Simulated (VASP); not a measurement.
# SiC (Moissanite 3C): from the relaxed cell to its vibrations, part 2 of 2

What lattice, stiffness and vibrations does SiC (Moissanite 3C) have at one level of theory? The starting structure is a measured crystal structure from the Crystallography Open Database. All runs use LDA.

VASP 6.6.1.

So far. Step 3 (Elastic constants): The elastic tensor has C11 = 403.7, C12 = 142.5, C44 = 253.2 GPa; its Hill averages are a bulk modulus of 229.6 and a shear modulus of 194.1 GPa. Step 4 (Modes of the relaxed cell): The zone-centre modes at 10.154 Å³ an atom are T2 796.5 cm⁻¹.

### Step 5. Modes at 0.97 of that volume (continued)

Level of this step: LDA; plane waves and PAW (Si, C) (VASP).

Parts of OUTCAR (step 5):

```text
  Total        0.9120208      0.9120208      0.9120208     -0.0000000     -0.0000000      0.0000000
  in kB       74.1780838     74.1780838     74.1780838     -0.0000000     -0.0000000      0.0000000
  external PRESSURE =      74.1780838 kB  Pullay stress =       0.0000000 kB

 POSITION                                       TOTAL-FORCE (eV/Angst)
 -----------------------------------------------------------------------------------
      0.00000      0.00000      0.00000        -0.000000     -0.000000      0.000000
      3.21535      3.21535      3.21535         0.000000      0.000000     -0.000000
 -----------------------------------------------------------------------------------
    total drift:                               -0.000000     -0.000000     -0.000000

 MACROSCOPIC STATIC DIELECTRIC TENSOR (including local field effects in DFT)
 ------------------------------------------------------
           6.863433     0.000000     0.000000
           0.000000     6.863433     0.000000
           0.000000     0.000000     6.863433
 ------------------------------------------------------

 MACROSCOPIC STATIC DIELECTRIC TENSOR IONIC CONTRIBUTION
 ------------------------------------------------------
           3.267893    -0.000000     0.000000
          -0.000000     3.267893     0.000000
           0.000000     0.000000     3.267893
 ------------------------------------------------------

[... 1 part as in an earlier step ...]

[... 1 further part left out ...]
```

The zone-centre modes at 9.849 Å³ an atom are T2 824.4 cm⁻¹.

### Step 6. Modes at 1.03 of that volume

Shape and positions were first relaxed at this volume, in a run that isn't shown.

Input file INCAR:

```
SYSTEM = SiC
PREC = Accurate
ENCUT = 560
EDIFF = 1E-08
NELM = 100
ISMEAR = 0
SIGMA = 0.03
LREAL = .FALSE.
ALGO = Normal
GGA = CA
NBANDS = 10
LORBIT = 11
LWAVE = .FALSE.
LCHARG = .FALSE.
KPAR = 4
IBRION = 8
LEPSILON = .TRUE.
LPEAD = .TRUE.
ISIF = 2
```

Input file POSCAR:

```
SiC
1.0
    0.0000000000      2.1868806224      2.1868806224
    2.1868806224      0.0000000000      2.1868806224
    2.1868806224      2.1868806224      0.0000000000
Si C
1 1
Direct
    0.0000000000      0.0000000000      0.0000000000
    0.7500000000      0.7500000000      0.7500000000
```

Input file KPOINTS:

```
Automatic mesh
0
Gamma
16 16 16
0 0 0
```

Potentials, in the order of the species: Si and C (LDA family, release 64).

Run with:

```bash
$ mpirun -np 4 vasp_std
```

The program printed:

```text
[... set-up lines as in an earlier step ...]
 entering main loop
       N       E                     dE             d eps       ncg     rms          rms(c)
DAV:   1     0.314366281301E+01    0.31437E+01   -0.41961E+03  3004   0.719E+02
DAV:   2    -0.179709168766E+02   -0.21115E+02   -0.20212E+02  3830   0.114E+02
DAV:   3    -0.186297095115E+02   -0.65879E+00   -0.65751E+00  3468   0.179E+01
DAV:   4    -0.186325687188E+02   -0.28592E-02   -0.28589E-02  3356   0.147E+00
[...]
DAV:  11    -0.166315363198E+02   -0.18788E-06   -0.41760E-06  3476   0.132E-02    0.120E-02
DAV:  12    -0.166315360992E+02    0.22058E-06   -0.62681E-07  3020   0.421E-03    0.734E-04
DAV:  13    -0.166315361028E+02   -0.36110E-08   -0.26002E-08  3222   0.103E-03
   1 F= -.16631536E+02 E0= -.16631536E+02  d E =-.788858E-14
 Linear response reoptimize wavefunctions to high precision
DAV:   1    -0.166315361060E+02   -0.31825E-08   -0.42703E-10  2152   0.148E-04
DAV:   2    -0.166315361060E+02    0.68212E-11   -0.13124E-11  1528   0.323E-05
 Linear response to external field (no local field effect), progress :
[...]
RMM:  10    -0.142146223429E-01    0.70642E-08    0.51932E-09 20488   0.505E-06    0.102E-06
 first order change of Fermi-energy   0.24601E-04
 force on displaced ion       1 direction 1 : -18.362  -0.000  -0.000
 Born effective charge ion    1 direction 1 :   2.692   0.000   0.000
 Linear response progress:
  Degree of freedom:   2/  2
       N       E                     dE             d eps       ncg     rms          rms(c)
RMM:   1    -0.125537344765E+00   -0.12554E+00    0.55395E-02 27403   0.208E+00
RMM:   2    -0.122457652600E+00    0.30797E-02   -0.25395E-03 19011   0.405E-01    0.199E-01
RMM:   3    -0.122520433472E+00   -0.62781E-04   -0.73761E-04 18746   0.167E-01    0.987E-02
RMM:   4    -0.123525057201E+00   -0.10046E-02   -0.56370E-04 18876   0.139E-01    0.184E-02
[...]
RMM:   9    -0.123503461422E+00    0.58805E-07   -0.21428E-08 21561   0.285E-05    0.323E-06
RMM:  10    -0.123503478614E+00   -0.17192E-07   -0.25221E-08 21079   0.816E-06    0.184E-06
RMM:  11    -0.123503478074E+00    0.53974E-09   -0.18408E-08 16805   0.567E-06    0.153E-07
 first order change of Fermi-energy   0.67273E-04
 force on displaced ion       2 direction 1 : -18.363   0.000   0.000
 Born effective charge ion    2 direction 1 :  -2.692   0.000   0.000
 Born effective charges drift removed
 Linear response finished
```

Elapsed: 3.3 min, on 4 MPI ranks of AMD EPYC 7R43, shared host; peak memory 2.2 GiB; 13 min of CPU time.

Parts of OUTCAR (step 6):

```text
  Total       -0.8312506     -0.8312506     -0.8312506      0.0000000      0.0000000     -0.0000000
  in kB      -63.6703600    -63.6703600    -63.6703600      0.0000000      0.0000000     -0.0000000
  external PRESSURE =     -63.6703600 kB  Pullay stress =       0.0000000 kB

 POSITION                                       TOTAL-FORCE (eV/Angst)
 -----------------------------------------------------------------------------------
      0.00000      0.00000      0.00000        -0.000000     -0.000000     -0.000000
      3.28032      3.28032      3.28032         0.000000      0.000000      0.000000
 -----------------------------------------------------------------------------------
    total drift:                               -0.000000     -0.000000     -0.000000

 MACROSCOPIC STATIC DIELECTRIC TENSOR (including local field effects in DFT)
 ------------------------------------------------------
           7.012686     0.000000     0.000000
          -0.000000     7.012686     0.000000
           0.000000    -0.000000     7.012686
 ------------------------------------------------------

 MACROSCOPIC STATIC DIELECTRIC TENSOR IONIC CONTRIBUTION
 ------------------------------------------------------
           3.415058    -0.000000    -0.000000
          -0.000000     3.415058    -0.000000
          -0.000000    -0.000000     3.415058
 ------------------------------------------------------

[... 1 part as in an earlier step ...]

[... 1 further part left out ...]
```

The log as kept lacks single lines of electronic cycles.

The zone-centre modes at 10.459 Å³ an atom are T2 770.4 cm⁻¹.

### Step 7. Comparison

```tsv
run	volume (Å³/atom)	T2	core minutes
relaxation	10.154	-	0.253
elastic constants	10.154	-	10.4
modes of the relaxed cell	10.154	796.5	16.5
modes at 0.97 of that volume	9.849	824.4	18.3
modes at 1.03 of that volume	10.459	770.4	13.3
```

Modes are in cm⁻¹, degenerate ones as one, matched by symmetry and order. A number in brackets counts the listed modes of one symmetry from the lowest. The symmetry labels come from an automatic analysis and can be wrong where levels nearly coincide. Core minutes are wall time times ranks of the run shown, on a shared host.

### Step 8. Outcome

- relaxed volume: 10.15 Å³/atom
- bulk modulus from two volumes: 229 GPa
- Hill shear modulus: 194 GPa
- mode T2: 796.5 cm⁻¹
- Grüneisen parameter of T2: 1.13

What this shows: At the LDA level SiC (Moissanite 3C) relaxes to 10.15 Å³ an atom. The bulk modulus is 229.0 GPa from the pressures at two volumes and 229.6 GPa as the Hill average of the elastic tensor, so the two routes agree. The mode Grüneisen parameters, from the cells at 0.97 and 1.03 of the volume, come to 1.13 (T2). The dielectric constants and Born charges in the logs aren't compared here; at a small gap they can be far off, and in a run without a gap they mean nothing. The frequencies are harmonic, and the splitting of polar modes by their long-range field is left out. All values are for a static lattice. Further runs on this material are not shown.

[Lines on the potential files, build, host, timing and source positions are cut from VASP's logs without a mark.]

[Logs are printed without paths, hosts, clocks, repeated set-up lines and the standing remarks that a program may print on its own settings, such as how far it seeks lower states.]

[Hosts, paths, dates, database ids (printed as entryN), source tags and the programs' standing remarks are cut or masked in the printed files.]
